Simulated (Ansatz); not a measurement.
The parent structure is Be2C (space group Fm-3m, No. 225; a = 4.311 Å). Axes: x, y, z lie along the cube axes.

Now apply this change: biaxial strain +0.19 %, plane normal [001], relaxed out of plane (Cartesian); in-plane vectors clamped, the third vector and the atoms free.

Levels (all Ansatz, a program for electronic structure, PAW): PBEsol (420 eV, spin-orbit coupling left out); HSE06 (420 eV, without spin-orbit coupling).

The geometry is relaxed with PBEsol.

| Item | Value |
|---|---|
| PBEsol lowest conduction level above the VBM at special points | M 1.05 eV; X 1.07 eV; S 3.21 eV; Γ 4.08 eV |

With HSE06 at the same geometry, the lowest conduction level above the VBM at special points changes from M 1.05 eV; X 1.07 eV; S 3.21 eV; Γ 4.08 eV to M 1.88 eV; X 1.91 eV; S 4.16 eV; Γ 5.12 eV.

Single points use the geometry relaxed with PBEsol. HSE06 was sampled on its mesh, a few special points and the semilocal edge points, so its gap is an upper bound. The levels and masses belong to the bands next to the band gap. Whether these cells are dynamically stable was not tested. k-point labels follow each cell's own Brillouin zone.
